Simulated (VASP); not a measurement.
Runs of VASP 6.6.1 on MgS. The structure is cubic, space group Pm-3m (No. 221). Conventional cell: a = 3.263 Å, b = 3.263 Å, c = 3.263 Å, α = 90.00°, β = 90.00°, γ = 90.00°. Around Mg (site symmetry m-3m) lie 8 S at 2.83 Å. S (site symmetry m-3m) is surrounded by 8 Mg at 2.83 Å. The cell was built by a generator and needn't be a form met in nature.

| task | level | cell | k mesh | cutoff (eV) | exchange at q = 0 | grid for exact exchange (PRECFOCK) | gap on the mesh (eV) | pressure (GPa) |
| --- | --- | --- | --- | --- | --- | --- | --- | --- |
| single point | PBE0 | Pm-3m, 17.37 Å³/atom | 6 × 6 × 6 | 520 | truncated | Normal | (a) | -0.7 |
| single point | PBE | Pm-3m, 17.55 Å³/atom | 8 × 8 × 8 | 520 | - | - | none | (b) |
| single point | r2SCAN | Pm-3m, 17.37 Å³/atom | 8 × 8 × 8 | 520 | - | - | 0.13 | -0.4 |
| relaxation of cell and atoms | PBE | relaxed | 8 × 8 × 8 | 600 | - | - | none | 0.0 |

Alike in all rows: potentials or basis VASP PAW PBE potentials, release 64 (Mg, S); no spin polarisation; smearing fermi-dirac 0.02 eV.

Question: Estimate the missing entries.

Answer: (a) 0.76; (b) -0.2.

Caveats: the PAW data sets were made with another functional, which shifts forces and pressure a little (some runs); the volume moved by over 15 % at a fixed basis, so the end points are rough (some runs).

A k mesh can miss the band edges.

A gap of «none» marks a metal or a gap under the smearing width.
